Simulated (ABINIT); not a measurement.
# FeO (Wuestite) (Fm-3m) in ABINIT: a series of runs

One crystal, FeO (Wuestite), is run at these levels: PBE, PBEsol, LDA; tasks: relaxation of cell and atoms, single point.

Program: ABINIT 10.8.3 (patched build). These are calculated values, not measurements. Logs are shortened: lines on timing, memory, paths and dates and some standing lists are left out, and cuts for length are marked. The log counts tension as positive stress, the text compression.

**What was measured.**

From “W\"ustite: Electric, thermodynamic and optical properties of FeO”, 2012, arxiv:1203.1201, for a bulk crystal of FeO: band gap 2.4 eV (optical).

How close the calculation comes is told below.

### Step 1. The crystal as given

The structure is cubic, space group Fm-3m (No. 225). The conventional cell has a = 4.311 Å, b = 4.311 Å, c = 4.311 Å, α = 90.00°, β = 90.00°, γ = 90.00°. Fe (site symmetry m-3m) has 6 O at 2.16 Å as nearest neighbours. O (site symmetry m-3m) has 6 Fe at 2.16 Å as nearest neighbours.

### Step 2. Relaxation of cell and atoms, PBE, collinear spin, ferromagnetic start

The input, run.abi:

```
# Pseudopotentials
pp_dirpath "./"
pseudos "Fe.upf, O.upf"

# Structure
acell 3.0481959123 3.0481959123 3.0481959123 Angstrom
rprim
     0.0000000000     0.7071067812     0.7071067812
     0.7071067812     0.0000000000     0.7071067812
     0.7071067812     0.7071067812     0.0000000000
ntypat 2
znucl 26 8
natom 2
typat 1 2
chkprim 0
chksymtnons 0
tolsym 1.0e-6
xred
            0.0            0.0            0.0
            1/2            1/2            1/2

# Plane-wave basis
ecut 46.0
ecutsm 0.5

# k points
kptopt 1
ngkpt 8 8 8
nshiftk 1
shiftk 0.0 0.0 0.0

# Exchange and correlation
ixc 11

# Bands and occupations
nband 16
occopt 3
tsmear 0.00183747

# Spin
nsppol 2
spinat
     0.0000000000     0.0000000000     3.0000000000
     0.0000000000     0.0000000000     0.0000000000

# SCF cycle
nstep 80
tolvrs 1.0e-12

# Output
iomode 3
prteig 0
prtebands 0
prtwf 0
prtden 0

# Relaxation
ionmov 2
optcell 2
ntime 50
tolmxf 2.0e-5
dilatmx 1.08
```

Potentials or basis: PseudoDojo NC SR PBE v0.4.1 standard.

Run with:

```sh
$ abinit run.abi > log 2>&1
```

run.abo:

```text
.Version 10.8.3 of ABINIT
 Symmetries : space group Fm -3 m (#225); Bravais cF (face-center cubic)
================================================================================
 Values of the parameters that define the memory need of the present run
     intxc =       0    ionmov =       2      iscf =       7    lmnmax =       6
     lnmax =       6     mgfft =      40  mpssoang =       3    mqgrid =    3001
     natom =       2  nloc_mem =       1    nspden =       2   nspinor =       1
    nsppol =       2      nsym =      48    n1xccc =    2501    ntypat =       2
    occopt =       3   xclevel =       2
       mpw =        2573          nfft =       64000          nkpt =          29
================================================================================
================================================================================

--------------------------------------------------------------------------------
------------- Echo of variables that govern the present computation ------------
--------------------------------------------------------------------------------
 -outvars: echo values of preprocessed input variables --------
            acell      5.7602554524E+00  5.7602554524E+00  5.7602554524E+00 Bohr
              amu      5.58470000E+01  1.59994000E+01
          chkprim           0
      chksymtnons           0
          dilatmx      1.08000000E+00
             ecut      4.60000000E+01 Hartree
           ecutsm      5.00000000E-01 Hartree
           ionmov           2
              ixc          11
         kptrlatt        8    0    0      0    8    0      0    0    8
          kptrlen      4.60820436E+01
            natom           2
            nband          16
            ngfft          40      40      40
             nkpt          29
           nspden           2
           nsppol           2
            nstep          80
             nsym          48
            ntime          50
           ntypat           2
           occopt           3
          optcell           2
           prtden           0
        prtebands           0
           prteig           0
            prtwf           0
            rprim      0.0000000000E+00  7.0710678120E-01  7.0710678120E-01
                       7.0710678120E-01  0.0000000000E+00  7.0710678120E-01
                       7.0710678120E-01  7.0710678120E-01  0.0000000000E+00
          spgroup         225
           spinat      0.0000000000E+00  0.0000000000E+00  3.0000000000E+00
                       0.0000000000E+00  0.0000000000E+00  0.0000000000E+00
           tolmxf      2.00000000E-05
           tolsym      1.00000000E-06
           tolvrs      1.00000000E-12
           tsmear      1.83747000E-03 Hartree
            typat      1  2
           xangst      0.0000000000E+00  0.0000000000E+00  0.0000000000E+00
                       2.1554000000E+00  2.1554000000E+00  2.1554000000E+00
            xcart      0.0000000000E+00  0.0000000000E+00  0.0000000000E+00
                       4.0731156918E+00  4.0731156918E+00  4.0731156918E+00
             xred      0.0000000000E+00  0.0000000000E+00  0.0000000000E+00
                       5.0000000000E-01  5.0000000000E-01  5.0000000000E-01
            znucl       26.00000    8.00000

================================================================================

 chkinp: Checking input parameters for consistency.

================================================================================
== DATASET  1 ==================================================================

--- !DatasetInfo
iteration_state: {dtset: 1, }
dimensions: {natom: 2, nkpt: 29, mband: 16, nsppol: 2, nspinor: 1, nspden: 2, mpw: 2573, }
cutoff_energies: {ecut:  46.0, pawecutdg:  -1.0, }
electrons: {nelect:   2.20000000E+01, charge:   0.00000000E+00, occopt:   3.00000000E+00, tsmear:   1.83747000E-03, }
meta: {optdriver: 0, ionmov: 2, optcell: 2, iscf: 7, paral_kgb: 0, }
...

 Exchange-correlation functional for the present dataset will be:
  GGA: Perdew-Burke-Ernzerhof functional - ixc=11
  J.P.Perdew, K.Burke, M.Ernzerhof, PRL 77, 3865 (1996)

 Real(R)+Recip(G) space primitive vectors, cartesian coordinates (Bohr,Bohr^-1):
 R(1)=  0.0000000  4.0731157  4.0731157  G(1)= -0.1227561  0.1227561  0.1227561
 R(2)=  4.0731157  0.0000000  4.0731157  G(2)=  0.1227561 -0.1227561  0.1227561
 R(3)=  4.0731157  4.0731157  0.0000000  G(3)=  0.1227561  0.1227561 -0.1227561
[... 216 lines left out ...]
 Real space primitive translations (rprimd) [bohr]
  0.00000000000000E+00  4.06962353631440E+00  4.06962353631440E+00
  4.06962353631440E+00  0.00000000000000E+00  4.06962353631440E+00
  4.06962353631440E+00  4.06962353631440E+00  0.00000000000000E+00
 Unitary Cell Volume (ucvol) [Bohr^3]=  1.34800872960982E+02
 Angles (23,13,12)= [degrees]
  6.00000000000000E+01  6.00000000000000E+01  6.00000000000000E+01
 Lengths [Bohr]
  5.75531679880858E+00  5.75531679880858E+00  5.75531679880858E+00
 Stress tensor in cartesian coordinates (strten) [Ha/bohr^3]
  1.27080081397286E-05  0.00000000000000E+00  0.00000000000000E+00
  0.00000000000000E+00  1.27080081397321E-05  0.00000000000000E+00
  0.00000000000000E+00  0.00000000000000E+00  1.27080081397217E-05
 Total energy (etotal) [Ha]= -1.41864688827452E+02

 Difference of energy with previous step (new-old):
           Absolute (Ha)=-7.16792E-06
           Relative     =-5.05264E-08

--- Iteration: ( 3/50) Internal Cycle: (1/1)
--------------------------------------------------------------------------------

---SELF-CONSISTENT-FIELD CONVERGENCE--------------------------------------------
[... 82 lines left out ...]
 Real space primitive translations (rprimd) [bohr]
  0.00000000000000E+00  4.06684024071905E+00  4.06684024071905E+00
  4.06684024071905E+00  0.00000000000000E+00  4.06684024071905E+00
  4.06684024071905E+00  4.06684024071905E+00  0.00000000000000E+00
 Unitary Cell Volume (ucvol) [Bohr^3]=  1.34524483169030E+02
 Angles (23,13,12)= [degrees]
  6.00000000000000E+01  6.00000000000000E+01  6.00000000000000E+01
 Lengths [Bohr]
  5.75138062442955E+00  5.75138062442955E+00  5.75138062442955E+00
 Stress tensor in cartesian coordinates (strten) [Ha/bohr^3]
 -6.22260042659750E-08  0.00000000000000E+00  0.00000000000000E+00
  0.00000000000000E+00 -6.22260042659750E-08  0.00000000000000E+00
  0.00000000000000E+00  0.00000000000000E+00 -6.22260042694445E-08
 Total energy (etotal) [Ha]= -1.41864690575647E+02

 Difference of energy with previous step (new-old):
           Absolute (Ha)=-1.74819E-06
           Relative     =-1.23230E-08

 At Broyd/MD step   3, gradients are converged :
  max grad (force/stress) = 6.2226E-06 < tolmxf= 2.0000E-05 ha/bohr (free atoms)

================================================================================

 ----iterations are completed or convergence reached----

 Mean square residual over all n,k,spin=   10.880E-18; max=  10.840E-16
 reduced coordinates (array xred) for    2 atoms
       0.000000000000      0.000000000000      0.000000000000
       0.500000000000      0.500000000000      0.500000000000
 rms dE/dt=  0.0000E+00; max dE/dt=  0.0000E+00; dE/dt below (all hartree)
    1       0.000000000000      0.000000000000      0.000000000000
    2       0.000000000000      0.000000000000      0.000000000000

 cartesian coordinates (angstrom) at end:
    1      0.00000000000000     0.00000000000000     0.00000000000000
    2      2.15207917431180     2.15207917431180     2.15207917431180

 cartesian forces (hartree/bohr) at end:
    1     -0.00000000000000    -0.00000000000000    -0.00000000000000
    2     -0.00000000000000    -0.00000000000000    -0.00000000000000
 frms,max,avg= 0.0000000E+00 0.0000000E+00   0.000E+00  0.000E+00  0.000E+00 h/b

 cartesian forces (eV/Angstrom) at end:
    1     -0.00000000000000    -0.00000000000000    -0.00000000000000
    2     -0.00000000000000    -0.00000000000000    -0.00000000000000
 frms,max,avg= 0.0000000E+00 0.0000000E+00   0.000E+00  0.000E+00  0.000E+00 e/A
 length scales=  5.751380624430  5.751380624430  5.751380624430 bohr
              =  3.043499555612  3.043499555612  3.043499555612 angstroms
 Fermi (or HOMO) energy (hartree) =   0.38716   Average Vxc (hartree)=  -0.46423
 Magnetization (Bohr magneton)=  4.00216731E+00
 Total spin up =  1.30010837E+01   Total spin down =  8.99891635E+00
 Eigenvalues (hartree) for nkpt=  29  k points, SPIN UP:
 kpt#   1, nband= 16, wtk=  0.00195, kpt=  0.0000  0.0000  0.0000 (reduced coord)
  -2.91750   -1.67352   -1.67352   -1.67352   -0.37986    0.23556    0.23556    0.23556
   0.24017    0.24017    0.24017    0.24171    0.24171    0.38676    0.94500    1.00732
      occupation numbers for kpt#   1
   1.00000    1.00000    1.00000    1.00000    1.00000    1.00000    1.00000    1.00000
   1.00000    1.00000    1.00000    1.00000    1.00000    0.55504    0.00000    0.00000
 prteigrs : prtvol=0 or 1, do not print more k-points.

 Eigenvalues (hartree) for nkpt=  29  k points, SPIN DOWN:
 kpt#   1, nband= 16, wtk=  0.00195, kpt=  0.0000  0.0000  0.0000 (reduced coord)
  -2.77412   -1.52336   -1.52336   -1.52336   -0.36062    0.26121    0.26121    0.26121
   0.35959    0.35959    0.35959    0.39615    0.39615    0.41343    0.94210    1.04162
      occupation numbers for kpt#   1
   1.00000    1.00000    1.00000    1.00000    1.00000    1.00000    1.00000    1.00000
   1.00000    1.00000    1.00000    0.00748    0.00748    0.00000    0.00000    0.00000
 prteigrs : prtvol=0 or 1, do not print more k-points.

--- !EnergyTerms
iteration_state     : {dtset: 1, itime: 3, icycle: 1, }
comment             : Components of total free energy in Hartree
kinetic             :  6.90945090159149E+01
hartree             :  3.75201538056979E+01
xc                  : -2.20248496180296E+01
Ewald energy        : -9.51603916003740E+01
psp_core            :  3.46671165606099E+00
local_psp           : -1.25005405191518E+02
non_local_psp       : -9.75494131987021E+00
internal            : -1.41864213252118E+02
'-kT*entropy'       : -4.77323529218594E-04
total_energy        : -1.41864690575647E+02
total_energy_eV     : -3.86033488992051E+03
band_energy         : -1.32290456975060E+01
...

 Cartesian components of stress tensor (hartree/bohr^3)
  sigma(1 1)= -6.22260043E-08  sigma(3 2)=  0.00000000E+00
  sigma(2 2)= -6.22260043E-08  sigma(3 1)=  0.00000000E+00
  sigma(3 3)= -6.22260043E-08  sigma(2 1)=  0.00000000E+00

-Cartesian components of stress tensor (GPa)         [Pressure=  1.8308E-03 GPa]
- sigma(1 1)= -1.83075225E-03  sigma(3 2)=  0.00000000E+00
- sigma(2 2)= -1.83075225E-03  sigma(3 1)=  0.00000000E+00
- sigma(3 3)= -1.83075225E-03  sigma(2 1)=  0.00000000E+00

== END DATASET(S) ==============================================================
================================================================================

 -outvars: echo values of variables after computation  --------
            acell      5.7513806244E+00  5.7513806244E+00  5.7513806244E+00 Bohr
           etotal     -1.4186469058E+02
            fcart     -0.0000000000E+00 -0.0000000000E+00 -0.0000000000E+00
                      -0.0000000000E+00 -0.0000000000E+00 -0.0000000000E+00
            rprim      0.0000000000E+00  7.0710678119E-01  7.0710678119E-01
                       7.0710678119E-01  0.0000000000E+00  7.0710678119E-01
                       7.0710678119E-01  7.0710678119E-01  0.0000000000E+00
           strten     -6.2226004266E-08 -6.2226004266E-08 -6.2226004269E-08
                       0.0000000000E+00  0.0000000000E+00  0.0000000000E+00
           xangst      0.0000000000E+00  0.0000000000E+00  0.0000000000E+00
                       2.1520791743E+00  2.1520791743E+00  2.1520791743E+00
             xred      0.0000000000E+00  0.0000000000E+00  0.0000000000E+00
                       5.0000000000E-01  5.0000000000E-01  5.0000000000E-01
 Calculation completed.
```

Run time: 5.4 min. Hardware: 1 thread of Intel Xeon Platinum 8259CL at 2.50GHz (Skylake/Cascade Lake), shared host; peak memory 0.12 GiB.

What came out:

| Item | Value |
| --- | --- |
| Free energy | -3860.3349 eV |
| Relaxed volume | 9.97 Å³/atom |
| Relaxed cell | a = 3.043 Å, b = 3.043 Å, c = 3.043 Å, α = 60.00°, β = 60.00°, γ = 60.00° |
| Space group after relaxing (to 0.05 Å) | Fm-3m (No. 225) |
| Energy gained by relaxing | 0.1 meV/atom |
| Ionic steps | 3 |
| Pressure after relaxing | 0.0 GPa |
| Band gap on the k mesh | none (metal or under the smearing width) |
| Net moment | 4.00 μB per cell |
| Site moments | Fe +3.56; O +0.33 μB |

The path:
| step | energy change (eV) | largest force (eV/Å) | pressure (GPa) | volume (Å³) |
| --- | --- | --- | --- | --- |
| 1 | 0.0000 | 0.0000 | -0.84 | 20.03 |
| 2 | -0.0002 | 0.0000 | -0.37 | 19.98 |
| 3 | -0.0002 | 0.0000 | 0.00 | 19.93 |

Final structure:
```cif
data_structure
_symmetry_space_group_name_H-M 'P 1'
_symmetry_Int_Tables_number 1
_cell_length_a 3.0435
_cell_length_b 3.0435
_cell_length_c 3.0435
_cell_angle_alpha 60.000
_cell_angle_beta 60.000
_cell_angle_gamma 60.000
_cell_volume 19.93
loop_
_atom_site_label
_atom_site_type_symbol
_atom_site_fract_x
_atom_site_fract_y
_atom_site_fract_z
_atom_site_occupancy
Fe1 Fe 0.00000 0.00000 0.00000 1
O1 O 0.50000 0.50000 0.50000 1
```

Caveat: a cell with one magnetic atom can't hold antiferromagnetic order, which such compounds often take; semilocal functionals often make such compounds metallic where correlation or magnetic order opens a gap, which also shifts bond lengths. With open d or f shells a metallic result of PBE can be an artefact of self-interaction; +U or a hybrid may open a gap.

[end of part 1 of 3]
